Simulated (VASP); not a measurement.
# AlAs (F-43m) in VASP: notebook, part 2 of 2

VASP 6.6.1. The steps go on from the part before.

### 3 Band structure, PBE

File POSCAR:

```
AlAs                                    
1.0
    0.0000000000      2.8385561297      2.8385561297
    2.8385561297      0.0000000000      2.8385561297
    2.8385561297      2.8385561297      0.0000000000
  Al              As            
     1     1
Direct
     0.0000000000000000    0.0000000000000000    0.0000000000000000
     0.2500000000000000    0.2500000000000000    0.2500000000000000
```

File INCAR.step1:

```
ALGO = Fast ; EDIFF = 1E-6
ENCUT = 300 ; GGA = PE
ISIF = 2 ; ISMEAR = 0
KPAR = 2 ; LASPH = T
LCHARG = T ; LREAL = F
LWAVE = F ; NELM = 120
PREC = Accurate ; SIGMA = 0.02
```

File KPOINTS.step1:

```
k-points
0
Gamma
  10 10 10
```

File INCAR.step2:

```
ALGO = Fast ; EDIFF = 1E-6
ENCUT = 300 ; GGA = PE
ICHARG = 11 ; ISIF = 2
ISMEAR = 0 ; KPAR = 2
LASPH = T ; LCHARG = F
LREAL = F ; LWAVE = F
NELM = 120 ; PREC = Accurate
SIGMA = 0.05
```

File KPOINTS.step2:

```
path GXWKGLUWLK,UX
20
line-mode
reciprocal
 0.0000000000  0.0000000000  0.0000000000  G
 0.5000000000  0.0000000000  0.5000000000  X

 0.5000000000  0.0000000000  0.5000000000  X
 0.5000000000  0.2500000000  0.7500000000  W

 0.5000000000  0.2500000000  0.7500000000  W
 0.3750000000  0.3750000000  0.7500000000  K

 0.3750000000  0.3750000000  0.7500000000  K
 0.0000000000  0.0000000000  0.0000000000  G

 0.0000000000  0.0000000000  0.0000000000  G
 0.5000000000  0.5000000000  0.5000000000  L

 0.5000000000  0.5000000000  0.5000000000  L
 0.6250000000  0.2500000000  0.6250000000  U

 0.6250000000  0.2500000000  0.6250000000  U
 0.5000000000  0.2500000000  0.7500000000  W

 0.5000000000  0.2500000000  0.7500000000  W
 0.5000000000  0.5000000000  0.5000000000  L

 0.5000000000  0.5000000000  0.5000000000  L
 0.3750000000  0.3750000000  0.7500000000  K

 0.6250000000  0.2500000000  0.6250000000  U
 0.5000000000  0.0000000000  0.5000000000  X
```

Potentials or basis: VASP PAW PBE potentials, release 64 (Al, As).

Started as:

```
$ cat potpaw_PBE.64/Al/POTCAR potpaw_PBE.64/As/POTCAR > POTCAR
$ cp INCAR.step1 INCAR
$ cp KPOINTS.step1 KPOINTS
$ mpirun -np 2 vasp_std > vasp.out
$ cp INCAR.step2 INCAR
$ cp KPOINTS.step2 KPOINTS
$ mpirun -np 2 vasp_std > vasp.out
```

OUTCAR:

```text
EDIFF = 1E-6
   ENCUT = 300
   GGA = PE
   ICHARG = 11
   ISIF = 2
   ISMEAR = 0
   LASPH = T
   LREAL = F
   NELM = 120
   PREC = Accurate

 ion  position               nearest neighbor table
   1  0.000  0.000  0.000-   2 2.46   2 2.46   2 2.46   2 2.46
   2  0.250  0.250  0.250-   1 2.46   1 2.46   1 2.46   1 2.46

  LATTYP: Found a face centered cubic cell.
 ALAT       =     5.6771122594

  Lattice vectors:

 A1 = (   0.0000000000,   2.8385561297,   2.8385561297)
 A2 = (   2.8385561297,   0.0000000000,   2.8385561297)
 A3 = (   2.8385561297,   2.8385561297,   0.0000000000)

Analysis of symmetry for initial positions (statically):
=====================================================================
 Subroutine PRICEL returns:
 Original cell was already a primitive cell.

 Routine SETGRP: Setting up the symmetry group for a
 face centered cubic supercell.

 Subroutine GETGRP returns: Found 24 space group operations
 (whereof 24 operations were pure point group operations)
 out of a pool of 48 trial point group operations.

The static configuration has the point symmetry T_d .

Analysis of symmetry for dynamics (positions and initial velocities):
=====================================================================
 Subroutine PRICEL returns:
 Original cell was already a primitive cell.

 Routine SETGRP: Setting up the symmetry group for a
 face centered cubic supercell.

 Subroutine GETGRP returns: Found 24 space group operations
 (whereof 24 operations were pure point group operations)
 out of a pool of 48 trial point group operations.

The dynamic configuration has the point symmetry T_d .

 Subroutine INISYM returns: Found 24 space group operations
 (whereof 24 operations are pure point group operations),
 and found     1 'primitive' translations

----------------------------------------------------------------------------------------
[... 110 lines left out ...]
  Thomas-Fermi vector in A             =   2.040262
   LORBIT       =      0    0 simple, 1 ext, 2 COOP (PROOUT), +10 PAW based schemes
   GGA     = PE    functional components
   LHFCALC =     F    Hartree Fock is set to
   AEXX    =    0.0000 exact exchange contribution
   IVDW    =     0    specifies the selected vdW correction
   LEPSILON=     F    determine dielectric tensor
   LRPA    =     F    only Hartree local field effects (RPA)
 non-spin polarized calculation
 RMM-DIIS sequential band-by-band and
 Gauss-broadening in eV      SIGMA  =   0.05
  energy-cutoff  :      300.00
  volume of cell :       45.74
 maximum number of plane-waves:       556
 NGX is ok and might be reduce to    24

 number of electron       8.0000001 magnetization

 Free energy of the ion-electron system (eV)
  ---------------------------------------------------
  ext. energy  EPLUGINS =         0.00000000
  ---------------------------------------------------
  free energy    TOTEN  =        -9.59801390 eV

  energy without entropy =       -9.59801390  energy(sigma->0) =       -9.59801390

 E-fermi :   4.1033     XC(G=0):  -9.0085

 val. band max:        3.8178708248   @ k =   0.0000   0.0000   0.0000
 cond. band min:       5.2673113611   @ k =   0.5000   0.0000   0.5000
 fundamental gap:      1.4494405362
 Fermi energy:         4.1032693018

 k-point     1 :       0.0000    0.0000    0.0000
  band No.  band energies     occupation
      1      -8.0006      2.00000
      2       3.8179      2.00000
      3       3.8179      2.00000
      4       3.8179      2.00000
      5       5.8090      0.00000
      6       8.0894      0.00000
      7       8.0894      0.00000
      8       8.0894      0.00000
[... 243 lines left out ...]
 k-point    24 :       0.5000    0.0395    0.5395
  band No.  band energies     occupation
      1      -6.0549      2.00000
      2      -1.5692      2.00000
      3       1.5952      2.00000
      4       1.6120      2.00000
      5       5.3869      0.00000
      6       6.2333      0.00000
      7      13.7641      0.00000
      8      14.0437      0.00000

 [... further k-points ...]

------------------------ aborting loop because EDIFF is reached ----------------------------------------

  FORCE on cell =-STRESS in cart. coord.  units (eV):
  Direction    XX          YY          ZZ          XY          YZ          ZX
  --------------------------------------------------------------------------------------
  -------------------------------------------------------------------------------------
  Total        0.3388386      0.3388386      0.3388386     -0.0000000     -0.0000000     -0.0000000
  in kB       11.8680940     11.8680940     11.8680940     -0.0000000     -0.0000000     -0.0000000
  external PRESSURE =      11.8680940 kB  Pullay stress =       0.0000000 kB

 VOLUME and BASIS-vectors are now :
 -----------------------------------------------------------------------------
  energy-cutoff  :      300.00
  volume of cell :       45.74
      direct lattice vectors                 reciprocal lattice vectors
     0.000000000  2.838556130  2.838556130    -0.176145891  0.176145891  0.176145891
     2.838556130  0.000000000  2.838556130     0.176145891 -0.176145891  0.176145891
     2.838556130  2.838556130  0.000000000     0.176145891  0.176145891 -0.176145891

 POSITION                                       TOTAL-FORCE (eV/Angst)
 -----------------------------------------------------------------------------------
      0.00000      0.00000      0.00000         0.000000      0.000000      0.000000
      1.41928      1.41928      1.41928        -0.000000     -0.000000     -0.000000
 -----------------------------------------------------------------------------------
    total drift:                               -0.000001     -0.000001     -0.000001

  FREE ENERGIE OF THE ION-ELECTRON SYSTEM (eV)
  ---------------------------------------------------
  free  energy   TOTEN  =        -9.5980139014 eV

  energy  without entropy=       -9.5980139014  energy(sigma->0) =       -9.59801390
```

It took 27 s on 2 MPI ranks of Intel Xeon Platinum 8175M at 2.50GHz (Skylake/Cascade Lake), shared host; peak memory 0.15 GiB.

What came out:

```yaml
Band_gap_on_the_k_mesh: 1.45 eV, indirect (least direct gap 1.99 eV)
Band_gap_along_the_path: 1.45 eV, indirect (least direct gap 1.99 eV)
```

Levels at the corners of the path, in eV from the valence-band top:
```tsv
point	band 2	band 3	band 4	band 5	band 6	band 7
Γ	0.00	0.00	0.00	1.99	4.27	4.27
X	-5.40	-2.16	-2.16	1.45	2.29	10.27
X	-5.40	-2.16	-2.16	1.45	2.29	10.27
W	-5.07	-3.15	-2.80	4.33	5.60	5.68
W	-5.07	-3.15	-2.80	4.33	5.60	5.68
K	-5.15	-3.38	-1.79	2.24	4.95	8.13
K	-5.15	-3.38	-1.79	2.24	4.95	8.13
Γ	0.00	0.00	0.00	1.99	4.27	4.27
Γ	0.00	0.00	0.00	1.99	4.27	4.27
L	-5.54	-0.82	-0.82	2.11	4.67	4.67
L	-5.54	-0.82	-0.82	2.11	4.67	4.67
U	-5.15	-3.38	-1.79	2.24	4.95	8.13
U	-5.15	-3.38	-1.79	2.24	4.95	8.13
W	-5.07	-3.15	-2.80	4.33	5.60	5.68
W	-5.07	-3.15	-2.80	4.33	5.60	5.68
L	-5.54	-0.82	-0.82	2.11	4.67	4.67
L	-5.54	-0.82	-0.82	2.11	4.67	4.67
K	-5.15	-3.38	-1.79	2.24	4.95	8.13
U	-5.15	-3.38	-1.79	2.24	4.95	8.13
X	-5.40	-2.16	-2.16	1.45	2.29	10.27
```

Caveat: the log is that of the step along the path at fixed density, whose energy, stress, charges and moments have no meaning. A hybrid or GW would open this gap; PBE tends to underestimate it.

### 4 Band structure, PBE

POSCAR is that of step 3.

INCAR.step1, as its differences from that of step 3:

```diff
@@ -1,3 +1,3 @@
 ALGO = Fast ; EDIFF = 1E-6
-ENCUT = 300 ; GGA = PE
+ENCUT = 600 ; GGA = PE
 ISIF = 2 ; ISMEAR = 0
```

KPOINTS.step1 is that of step 3.

INCAR.step2, as its differences from that of step 3:

```diff
@@ -1,3 +1,3 @@
 ALGO = Fast ; EDIFF = 1E-6
-ENCUT = 300 ; GGA = PE
+ENCUT = 600 ; GGA = PE
 ICHARG = 11 ; ISIF = 2
```

KPOINTS.step2 is that of step 3.

Started as:

```
$ cat potpaw_PBE.64/Al/POTCAR potpaw_PBE.64/As/POTCAR > POTCAR
$ cp INCAR.step1 INCAR
$ cp KPOINTS.step1 KPOINTS
$ mpirun -np 2 vasp_std > vasp.out
$ cp INCAR.step2 INCAR
$ cp KPOINTS.step2 KPOINTS
$ mpirun -np 2 vasp_std > vasp.out
```

Run time: 53 s. Hardware: 2 MPI ranks of Intel Xeon Platinum 8175M at 2.50GHz (Skylake/Cascade Lake), shared host; peak memory 0.24 GiB.

It converged, with:

* Band gap on the k mesh: 1.45 eV, indirect (least direct gap 1.99 eV)
* Band gap along the path: 1.45 eV, indirect (least direct gap 1.99 eV)

Levels at the corners of the path, in eV from the valence-band top:
| point | band 1 | band 2 | band 3 | band 4 | band 5 | band 6 | band 7 | band 8 |
| --- | --- | --- | --- | --- | --- | --- | --- | --- |
| Γ | -11.82 | 0.00 | 0.00 | 0.00 | 1.99 | 4.27 | 4.27 | 4.27 |
| X | -9.87 | -5.40 | -2.15 | -2.15 | 1.45 | 2.29 | 10.27 | 10.27 |
| X | -9.87 | -5.40 | -2.15 | -2.15 | 1.45 | 2.29 | 10.27 | 10.28 |
| W | -9.84 | -5.07 | -3.15 | -2.80 | 4.32 | 5.60 | 5.68 | 6.04 |
| W | -9.84 | -5.07 | -3.15 | -2.80 | 4.32 | 5.60 | 5.68 | 6.04 |
| K | -9.90 | -5.15 | -3.38 | -1.79 | 2.24 | 4.95 | 8.13 | 8.28 |
| K | -9.90 | -5.15 | -3.38 | -1.79 | 2.24 | 4.95 | 8.13 | 8.28 |
| Γ | -11.82 | 0.00 | 0.00 | 0.00 | 1.99 | 4.27 | 4.27 | 4.27 |
| Γ | -11.82 | 0.00 | 0.00 | 0.00 | 1.99 | 4.27 | 4.27 | 4.27 |
| L | -10.42 | -5.53 | -0.82 | -0.82 | 2.11 | 4.67 | 4.67 | 7.73 |
| L | -10.42 | -5.53 | -0.82 | -0.82 | 2.11 | 4.67 | 4.67 | 7.73 |
| U | -9.90 | -5.15 | -3.38 | -1.79 | 2.24 | 4.95 | 8.14 | 8.28 |
| U | -9.90 | -5.15 | -3.38 | -1.79 | 2.24 | 4.95 | 8.13 | 8.28 |
| W | -9.84 | -5.07 | -3.15 | -2.80 | 4.32 | 5.60 | 5.68 | 6.04 |
| W | -9.84 | -5.07 | -3.15 | -2.80 | 4.32 | 5.60 | 5.68 | 6.04 |
| L | -10.42 | -5.53 | -0.82 | -0.82 | 2.11 | 4.67 | 4.67 | 7.73 |
| L | -10.42 | -5.53 | -0.82 | -0.82 | 2.11 | 4.67 | 4.67 | 7.73 |
| K | -9.90 | -5.15 | -3.38 | -1.79 | 2.24 | 4.95 | 8.13 | 8.28 |
| U | -9.90 | -5.15 | -3.38 | -1.79 | 2.24 | 4.95 | 8.13 | 8.28 |
| X | -9.87 | -5.40 | -2.15 | -2.15 | 1.45 | 2.29 | 10.27 | 10.27 |

Caveat: the log is that of the step along the path at fixed density, whose energy, stress, charges and moments have no meaning.

### 5 The runs side by side

```tsv
level	k mesh	cutoff (eV)	grid for exact exchange (PRECFOCK)	screening parameter	further INCAR settings	gap on the mesh (eV)
HSE06	8 × 8 × 8	450	Fast	0.2 1/A	ALGO = Normal; EDIFF = 1e-06	2.12
PBE	10 × 10 × 10	300	-	-	ALGO = Fast; EDIFF = 1e-06	1.45
PBE	10 × 10 × 10	600	-	-	ALGO = Fast; EDIFF = 1e-06	1.45
```

Alike in all rows: task band structure; potentials or basis VASP PAW PBE potentials, release 64 (Al, As); no spin polarisation; cell as given; smearing gaussian 0.02 eV.

On the cell as given the gap runs from 1.45 eV (PBE) to 2.12 eV (HSE06); the meshes differ, which moves gaps too.

Caveats: the PAW data sets were made with another functional, which shifts forces and pressure a little (some runs).

Total energies depend on the potentials used, so only differences within one code and one set of settings carry meaning.
